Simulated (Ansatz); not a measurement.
# GaN (P6_3mc) in Ansatz: band structure with HISS

Aim: the band structure of GaN with HISS.

All numbers are computed with Ansatz 0.2.0; they aren't measurements. Logs are shortened: lines on timing, memory, paths and dates and some standing lists are left out, and cuts for length are marked.

**Measured values to compare with.**

“Studying electronic properties in GaN without electrical contacts using γ-γ vs e−-γ Perturbed Angular Correlations”, 2019, pmc:6823545 quotes, for a bulk crystal of GaN: band gap 3.503 ± 0.005 eV (direct).

The results are compared with them further down.

## 1. Starting point

It takes space group P6_3mc (No. 186, hexagonal). Conventional cell: a = 3.180 Å, b = 3.180 Å, c = 5.166 Å, α = 90.00°, β = 90.00°, γ = 120.00°. Ga (site symmetry 3m) has 4 N at 1.94 to 1.95 Å as nearest neighbours. N (site symmetry 3m) has 4 Ga at 1.94 to 1.95 Å as nearest neighbours.

## 2. Band structure, HISS

File input.yaml:

```yaml
crystal:
  lattice:
    - [3.18, 0.0, 0.0]
    - [-1.59, 2.753960784, 0.0]
    - [0.0, 0.0, 5.166]
  atoms:
    - { symbol: Ga, position: [0.6666666667, 0.3333333333, 0.5] }
    - { symbol: Ga, position: [0.3333333333, 0.6666666667, 0.0] }
    - { symbol: "N", position: [0.6666666667, 0.3333333333, 0.875] }
    - { symbol: "N", position: [0.3333333333, 0.6666666667, 0.375] }
hamiltonian:
  xc: hiss
  pseudopotentials: { kind: paw }
kpoints:
  mp_grid: { grid: [6, 6, 3] }
  band_path:
    path:
      - [[0.0, 0.0, 0.0], [0.5, 0.0, 0.0], [0.3333333333, 0.3333333333, 0.0], [0.0, 0.0, 0.0], [0.0, 0.0, 0.5], [0.5, 0.0, 0.5], [0.3333333333, 0.3333333333, 0.5], [0.0, 0.0, 0.5]]
      - [[0.5, 0.0, 0.5], [0.5, 0.0, 0.0]]
      - [[0.3333333333, 0.3333333333, 0.0], [0.3333333333, 0.3333333333, 0.5]]
    npoints: 4
scf:
  occupations: { method: fermi_dirac, width: 0.05 }
  exx: { singularity: none }
  n_extra_bands: 10
output:
  forces: true
  stress: true
  eigenvalues: true
  fatbands: false
  write_density: true
  write_potential: true
  elf: true
  volumetric_format: npy
```

Potentials or basis: Ansatz PAW.

The run is started by

```
$ ansatz run input.yaml --threads 2 --pin off --max-ram 5632MiB --backend cpu --events-out ev --progress --plain --runs-dir out
```

The program printed:

```text
Warning: output.stress: scf.convergence.dr2_threshold = 1e-7 eV (the SCF's general default) is looser than the 4e-10 eV advised for a printed stress (1e-10 eV for each atom of the cell: 4). What an SCF threshold leaves in a stress goes as its square root, and in the free energy as the threshold itself, and one threshold admits the most on a small cell: of the crystals measured, under no hybrid functional and no lock of the moments, on runs that ended without the residual-converged pass, on stresses that held no estimate of that error, the worst erred by over 100 MPa in a component at 1e-7 eV an atom and by under 5 at 1e-10. Set scf.convergence.dr2_threshold to 4e-10 eV or tighter. The threshold is an SCF's pass mark: one that does not reach it within its budget of iterations ends unconverged, or closes short of it on a stop that the run arms, and scf.convergence.dr2_threshold's page says what that costs each kind of run
Warning: output.stress: scf.exx.energy_threshold = 1e-6 eV is looser than the 4e-8 eV advised for a stress under a hybrid functional (1e-8 eV for each atom of the cell: 4). Every SCF of the exchange loop can meet its threshold on dr2 while the loop round them stops early: no threshold on dr2 bounds what that leaves in the stress. Set scf.exx.energy_threshold to 4e-8 eV or tighter. The threshold is the loop's pass mark: a loop that does not reach it within its budget of cycles ends unconverged, and scf.exx.energy_threshold's page has the law
Warning: RAYON_NUM_THREADS=2 ignored (pool sized by the plan → 2); use --threads N
scf.n_extra_bands = 10 over 18 filled bands (N_el = 36.0): the run solves 28 bands
Engine: ansatz 0.2.0, aarch64-unknown-linux-gnu
Pseudopotentials: kind: paw
Pseudopotential: Ga, paw, valence charge 13, recommended cutoff 420 eV (normal), Ga.paw.azcp
Pseudopotential: N, paw, valence charge 5, recommended cutoff 420 eV (normal), N.paw.azcp
Functional definition: HISS
  parameter a = 0.6
  parameter omega_sr = 0.84/bohr
  parameter omega_lr = 0.20/bohr
  exchange = wpbe_x - a*(pbe_x_sr(omega_lr) - pbe_x_sr(omega_sr)) + a*(exact_x_sr(omega_lr) - exact_x_sr(omega_sr))
  correlation = pbe_c
Crystal: 4 atoms, lattice volume = 45.242 Å³
Basis set: ecut = 420 eV, 881 PW (Γ), exchange–correlation on 48×48×72 points (8 copies of the dense FFT grid, shifted against one another)
Bands: 28, of which v1, the nominal top of the filled ones, is band 18 counted from 1 (17 counted from 0)
Symmetry: 12 space group operations
Space group: P63mc (ITA 186), of the structure as read, at distance tolerance 3.6e-5 Å
k-points: 14 of 108 (time reversal used)
Non-local potential: Ga, projectors of the file, l = 0: 2, l = 1: 2, l = 2: 3, l = 3: 1
Non-local potential: N, projectors of the file, l = 0: 2, l = 1: 2, l = 2: 1
PAW form: soft (Blöchl's): semilocal exchange-correlation on the pseudo side does not see the compensation charge
PAW frozen core: Ga, regenerated for the run's functional, and the local potential with it (the file was generated under x = pbe(κ = 0.804, μ = 0.2195149727645171), c = pbe(β = 0.06672455060314922))
PAW frozen core: N, regenerated for the run's functional, and the local potential with it (the file was generated under x = pbe(κ = 0.804, μ = 0.2195149727645171), c = pbe(β = 0.06672455060314922))
PAW one-centre angular grid: Ga, 590 points (default); XC on 64 Gauss nodes
PAW one-centre angular grid: N, 110 points (default); XC on 64 Gauss nodes
Initial density: superposition of atomic densities (neutral atoms: chi_scale 0, normalization atom), corrected by the library's trained network
Initial wavefunctions: pseudopotential atomic-orbital guess
Functional: x = wpbeh, c = pbe(β = 0.06672455060314922), warm-up for x = wpbeh + 0.6 (exact − pbe) at middle range (ω = 1.5873699446856468 to 0.37794522492515403 Å⁻¹), c = pbe(β = 0.06672455060314922)
SCF iter   1: F=—  HF=-8336.340758 eV  |F-HF|=—  |Δ(HF+E_count)|=         —  Δρ=2.77e-3  dr2=2.47e-3  ethr=1.77e-3  ⟨swp⟩=9.0  Hψ=1784  notcnv=0
preconditioner: auto → none  [insulator: Δε(μ)=1.970 eV  Ē_g=20.174 eV  σ=0.050 eV  W_gap=1.00  n_scr=22 (ndim 8)  ℏωp=33.1 eV  f_vac=0.008  D(μ)=0.00/eV (n_scr^D=0)]
SCF iter   2: F=-8336.340139 eV  HF=-8336.340306 eV  |F-HF|=1.67e-4  |Δ(HF+E_count)|=   4.52e-4  Δρ=1.16e-3  dr2=3.56e-4  ethr=6.85e-6  ⟨swp⟩=3.7  Hψ=820  notcnv=0  defer=5
SCF 1 stopped early in 2 iterations: F = -8336.340139 eV  dr2 = 3.56e-4
Initial density: handed on by an earlier stage of this run
Initial wavefunctions: those handed on with the density
Functional: x = wpbeh + 0.6 (exact − pbe) at middle range (ω = 1.5873699446856468 to 0.37794522492515403 Å⁻¹), c = pbe(β = 0.06672455060314922)
Exchange kernel: α = 0.0000 at short range, 0.6000 at middle range (ω = 1.5874, 0.3779 Å⁻¹), several ranges, finite q→0 limit: no correction, no radius, q-mesh 6×6×3, nearest image of the exchange supercell L = 15.50 Å, pair-density grid 20×20×30, without the augmentation charges, whose exchange is taken in its separable form by FFT convolution over the k-point mesh (sized by the pseudopotential files, 20×20×36 at the most), smooth part of the exact exchange by density-matrix convolution
Frozen-core exchange: fock
SCF iter   1: F=—  HF=-8340.014582 eV  |F-HF|=—  |Δ(HF+E_count)|=         —  Δρ=1.81e-2  dr2=8.12e-2  ethr=9.90e-6  ⟨swp⟩=5.1  Hψ=1693  notcnv=0
preconditioner: auto → none  [insulator: Δε(μ)=3.982 eV  Ē_g=24.528 eV  σ=0.050 eV  W_gap=1.00  n_scr=22 (ndim 8)  ℏωp=33.1 eV  f_vac=0.009  D(μ)=0.00/eV (n_scr^D=0)]
SCF iter   2: F=—  HF=-8339.980949 eV  |F-HF|=—  |Δ(HF+E_count)|=   3.36e-2  Δρ=6.07e-3  dr2=1.23e-2  ethr=9.90e-6  ⟨swp⟩=4.0  Hψ=1254  notcnv=0
SCF iter   3: F=—  HF=-8340.016803 eV  |F-HF|=—  |Δ(HF+E_count)|=   3.59e-2  Δρ=4.90e-3  dr2=5.93e-3  ethr=9.90e-6  ⟨swp⟩=4.0  Hψ=1137  notcnv=0
SCF iter   4: F=—  HF=-8340.015458 eV  |F-HF|=—  |Δ(HF+E_count)|=   1.35e-3  Δρ=1.66e-3  dr2=6.22e-4  ethr=9.90e-6  ⟨swp⟩=2.9  Hψ=669  notcnv=0
SCF iter   5: F=—  HF=-8340.016462 eV  |F-HF|=—  |Δ(HF+E_count)|=   1.00e-3  Δρ=9.91e-4  dr2=5.02e-4  ethr=1.12e-6  ⟨swp⟩=3.0  Hψ=727  notcnv=0
iter 6 solved again at ethr=1.03e-7 eV; its pass at ethr=1.12e-6 eV (dr2=3.72e-5 eV) is discarded
SCF iter   6: F=—  HF=-8340.016336 eV  |F-HF|=—  |Δ(HF+E_count)|=   1.26e-4  Δρ=2.62e-4  dr2=4.11e-5  ethr=1.03e-7  ⟨swp⟩=3.3  Hψ=1466  notcnv=0
SCF iter   7: F=-8340.016321 eV  HF=-8340.016321 eV  |F-HF|=4.82e-7  |Δ(HF+E_count)|=   1.48e-5  Δρ=4.99e-5  dr2=4.27e-6  ethr=1.03e-7  ⟨swp⟩=2.9  Hψ=685  notcnv=0
SCF 2 stopped early in 7 iterations: F = -8340.016321 eV  dr2 = 4.27e-6
  Residual-converged pass: ⟨swp⟩=4.0  Hψ=1061  notcnv=0  max |occ|·‖R‖ = 6.4e-6 eV (tolerance 6.7e-6 eV)  dr2=4.06e-6  dr2_onsite=2.65e-7  max |Δocc| = 0.0e0
hybrid outer 1: dexx = +4.256e-2 eV, tail = 1.60e-4 eV
Exchange kernel: α = 0.0000 at short range, 0.6000 at middle range (ω = 1.5874, 0.3779 Å⁻¹), several ranges, finite q→0 limit: no correction, no radius, q-mesh 6×6×3, nearest image of the exchange supercell L = 15.50 Å, pair-density grid 20×20×30, without the augmentation charges, whose exchange is taken in its separable form by FFT convolution over the k-point mesh (sized by the pseudopotential files, 20×20×36 at the most), smooth part of the exact exchange by density-matrix convolution
Frozen-core exchange: fock
SCF iter   1: F=—  HF=-8340.015914 eV  |F-HF|=—  |Δ(HF+E_count)|=         —  Δρ=4.64e-5  dr2=1.26e-6  ethr=2.23e-6  ⟨swp⟩=3.5  Hψ=921  notcnv=0
preconditioner: auto → none  [insulator: Δε(μ)=4.084 eV  Ē_g=24.427 eV  σ=0.050 eV  W_gap=1.00  n_scr=22 (ndim 8)  ℏωp=33.1 eV  f_vac=0.013  D(μ)=0.00/eV (n_scr^D=0)]
SCF iter   2: F=—  HF=-8340.015917 eV  |F-HF|=—  |Δ(HF+E_count)|=   3.31e-6  Δρ=2.22e-5  dr2=1.05e-7  ethr=1.98e-9  ⟨swp⟩=4.1  Hψ=1127  notcnv=0
SCF iter   3: F=—  HF=-8340.015918 eV  |F-HF|=—  |Δ(HF+E_count)|=   5.77e-8  Δρ=1.15e-5  dr2=2.89e-8  ethr=2.68e-10  ⟨swp⟩=3.3  Hψ=794  notcnv=0  defer=2
SCF iter   4: F=—  HF=-8340.015918 eV  |F-HF|=—  |Δ(HF+E_count)|=   2.07e-9  Δρ=5.34e-6  dr2=5.21e-9  ethr=6.94e-11  ⟨swp⟩=2.4  Hψ=721  notcnv=0  defer=2
SCF iter   5: F=—  HF=-8340.015918 eV  |F-HF|=—  |Δ(HF+E_count)|=   1.16e-9  Δρ=6.43e-7  dr2=1.31e-9  ethr=1.08e-11  ⟨swp⟩=3.2  Hψ=902  notcnv=0  defer=1
SCF iter   6: F=-8340.015918 eV  HF=-8340.015918 eV  |F-HF|=1.46e-9  |Δ(HF+E_count)|=   5.14e-9  Δρ=2.00e-6  dr2=1.82e-9  ethr=1.00e-12  ⟨swp⟩=4.0  Hψ=888  notcnv=0
SCF 3 converged in 6 iterations: F = -8340.015918 eV  dr2 = 1.82e-9
  Residual-converged pass: ⟨swp⟩=3.0  Hψ=728  notcnv=0  max |occ|·‖R‖ = 6.1e-7 eV (tolerance 6.3e-7 eV)  dr2=1.82e-9  dr2_onsite=9.35e-11  max |Δocc| = 0.0e0
hybrid outer 2: dexx = +2.237e-6 eV, tail = 9.30e-8 eV, Δε = 6.01e-3 eV (about 2.16e-4 eV left of the loop's levels), ΔF = 4.80e-4 eV/Å (tail 2.39e-4)
Exchange kernel: α = 0.0000 at short range, 0.6000 at middle range (ω = 1.5874, 0.3779 Å⁻¹), several ranges, finite q→0 limit: no correction, no radius, q-mesh 6×6×3, nearest image of the exchange supercell L = 15.50 Å, pair-density grid 20×20×30, without the augmentation charges, whose exchange is taken in its separable form by FFT convolution over the k-point mesh (sized by the pseudopotential files, 20×20×36 at the most), smooth part of the exact exchange by density-matrix convolution
Frozen-core exchange: fock
SCF iter   1: F=—  HF=-8340.015917 eV  |F-HF|=—  |Δ(HF+E_count)|=         —  Δρ=2.88e-6  dr2=2.21e-9  ethr=1.29e-9  ⟨swp⟩=4.8  Hψ=936  notcnv=0
preconditioner: auto → none  [insulator: Δε(μ)=4.084 eV  Ē_g=24.428 eV  σ=0.050 eV  W_gap=1.00  n_scr=22 (ndim 8)  ℏωp=33.1 eV  f_vac=0.013  D(μ)=0.00/eV (n_scr^D=0)]
SCF iter   2: F=-8340.015917 eV  HF=-8340.015917 eV  |F-HF|=2.18e-11  |Δ(HF+E_count)|=  4.69e-10  Δρ=3.52e-7  dr2=4.50e-10  ethr=4.63e-12  ⟨swp⟩=4.0  Hψ=1037  notcnv=0
SCF 4 converged in 2 iterations: F = -8340.015917 eV  dr2 = 4.50e-10
  Residual-converged pass: ⟨swp⟩=2.0  Hψ=575  notcnv=0  max |occ|·‖R‖ = 8.1e-7 eV (tolerance 1.0e-6 eV)  dr2=4.50e-10  dr2_onsite=8.55e-11  max |Δocc| = 0.0e0
hybrid outer 3: dexx = +1.283e-9 eV, tail = 1.09e-9 eV, Δε = 1.58e-4 eV (about 3.16e-5 eV left of the loop's levels), ΔF = 8.98e-6 eV/Å (tail 8.83e-6)
NSCF: frozen V_eff on 39 k-points
hybrid SCF converged: 3 outer / 15 inner (+2 warm-up), last move |dexx| = 1.28e-9 eV, tail = 1.09e-9 eV
Stability not checked: this state was not tested for a lower state beside it, because the functional holds exact exchange (a hybrid, or Hartree-Fock), whose exchange loop this test does not read (fock_operator; see scf.lower_state_search)
Free energy (F): -8340.015917 eV
Frozen-core exchange: fock
Harris-Foulkes:  -8340.015917 eV  (|F-HF|=2.18e-11)
Internal energy: -8340.015917 eV  (E = F + TS)
E sigma→0 (E₀):  -8340.015917 eV
Fermi energy:    10.634825 eV
--- Per-component energies (eV) ---
  E_band       = -117.494383
  E_kinetic    = 495.800736
  E_local      = -3896.595718  (includes V_loc(G=0)·N_el)
  E_nonlocal   = 944.708519
  E_hartree    = 1801.121810
  E_xc         = -191.904967
  E_vxc        = -203.034954  (∫ρ·V_xc dr)
  E_exx        = -130.280997  (= α·E_x^exact, valence–valence)
  E_paw        = -4183.916168  (= ΣΔE_a)
  E_vpaw       = -800.054541  (= ΣTr[D̂ρ^β])
  E_aug_tail   = 0.000053  (compensation charges beyond the density's cutoff)
  E_ewald      = -3183.826728
  E_core_change = 4.877543  (= ΣΔE_core)
  E_smearing   = -0.000000  (= −TS)
  E_closure    = 0.000000  (closes the sum)
  Σ components = -8340.015917   (vs F -8340.015917, Δ=1.82e-12)
--- Forces (eV/Å), atoms counted from 1 ---
  atom   1  Ga     0.00000000    -0.00000000    -0.16075273
  atom   2  Ga     0.00000000     0.00000000    -0.16075273
  atom   3  N      0.00000000    -0.00000000     0.16075085
  atom   4  N      0.00000000     0.00000000     0.16075085
  max |Σ_I F_I| component: 3.76e-6 eV/Å
--- Stress (GPa, compression-positive) ---
       -3.844627       0.000000      -0.000000
        0.000000      -3.844627       0.000000
       -0.000000       0.000000      -2.225606
  P = ⅓ Tr σ = -3.3050 GPa (-33.050 kbar)
--- Band table (eV; the first three rows and the last of 14) ---
  k-point 0: bands = ["-10.0908", "-9.1474", "-7.5713", "-7.5500", "-7.5500", "-7.4804", "-7.4804", "-7.2702", "-7.2702", "-7.1707", "-7.1707", "-5.5906", "0.5621", "7.3499", "7.3499", "8.5046", "8.5719", "8.5719", "12.6562", "15.0920", "20.4511", "20.8370", "20.8370", "21.8574", "22.9322", "22.9322", "25.5512", "26.6723"]
  k-point 1: bands = ["-9.7563", "-9.2676", "-7.5403", "-7.5403", "-7.5053", "-7.5053", "-7.4189", "-7.2383", "-7.2383", "-7.1889", "-7.1889", "-6.5636", "2.5520", "6.1573", "7.6432", "7.6432", "8.2541", "8.2541", "14.3114", "15.2530", "19.7148", "20.0656", "21.0169", "21.0169", "21.9786", "21.9786", "26.5547", "28.2419"]
  k-point 2: bands = ["-9.8073", "-9.0911", "-7.5356", "-7.5141", "-7.4584", "-7.4276", "-7.4116", "-7.2920", "-7.2695", "-7.2061", "-7.1650", "-5.3680", "1.0126", "5.5386", "6.7730", "6.8145", "8.1755", "8.2973", "14.1315", "16.4462", "19.0608", "19.8787", "21.5212", "21.6141", "22.5988", "23.5296", "23.8376", "25.9511"]
  k-point 13: bands = ["-8.9966", "-8.9966", "-7.4729", "-7.4031", "-7.4031", "-7.3401", "-7.2505", "-7.2414", "-7.2386", "-7.2386", "-5.0820", "-5.0820", "1.8442", "1.8442", "3.1834", "4.5887", "6.4698", "6.4698", "16.8527", "17.7916", "17.7916", "18.7845", "20.4871", "20.4871", "24.3242", "25.5358", "25.5358", "26.3272"]
```

Run time: 4.5 min. Hardware: 2 threads of Arm Neoverse V1, shared host; peak memory 1.2 GiB.

What came out:

| Property | Result |
| --- | --- |
| Free energy | -8340.0159 eV |
| Pressure | -3.3 GPa |
| Largest force | 0.161 eV/Å |
| Band gap on the k mesh | 4.08 eV, direct |
| Band gap along the path | 4.08 eV, direct |

Forces on the atoms (eV/Å):
```
Ga   0.000  0.000 -0.161
Ga   0.000  0.000 -0.161
N    0.000  0.000  0.161
N    0.000  0.000  0.161
```

Levels at the corners of the path, in eV from the valence-band top:
```tsv
point	band 14	band 15	band 16	band 17	band 18	band 19	band 20	band 21	band 22	band 23
Γ	-1.22	-1.22	-0.07	0.00	0.00	4.08	6.52	11.88	12.27	12.27
M	-5.91	-4.79	-3.17	-2.49	-1.13	7.03	7.74	8.18	11.43	12.72
K	-5.92	-5.92	-3.42	-3.42	-3.08	6.89	10.56	10.56	10.71	12.43
Γ	-1.22	-1.22	-0.07	0.00	0.00	4.08	6.52	11.88	12.27	12.27
A	-4.24	-0.63	-0.63	-0.63	-0.63	6.50	6.50	10.93	10.93	12.82
L	-7.45	-2.23	-2.23	-2.18	-2.18	6.39	6.39	10.18	10.18	12.68
H	-6.92	-4.73	-4.73	-1.72	-1.72	8.76	8.76	9.40	9.40	11.88
A	-4.24	-0.63	-0.63	-0.63	-0.63	6.50	6.50	10.93	10.93	12.82
L	-7.45	-2.23	-2.23	-2.18	-2.18	6.39	6.39	10.18	10.18	12.68
M	-5.91	-4.79	-3.17	-2.49	-1.13	7.03	7.74	8.18	11.43	12.72
K	-5.92	-5.92	-3.42	-3.42	-3.08	6.89	10.56	10.56	10.71	12.43
H	-6.92	-4.73	-4.73	-1.72	-1.72	8.76	8.76	9.40	9.40	11.88
```

Caveat: the pressure holds a Pulay correction of +0.5 GPa for the finite cutoff; the PAW data sets come from PBE, with cores solved anew for the run's functional, which leaves a small shift of forces and pressure; the thresholds are loose for stress.

## 3. Comparison with measurements

Step 2. A measured gap of GaN is 3.503 eV (direct; quoted in “Studying electronic properties in GaN without electrical contacts using γ-γ vs e−-γ Perturbed Angular Correlations”, 2019, pmc:6823545); the calculated 4.08 eV misses it by +0.58 eV. Spin-orbit coupling on Ga is left out. The value is that of HISS, without temperature or zero-point motion.
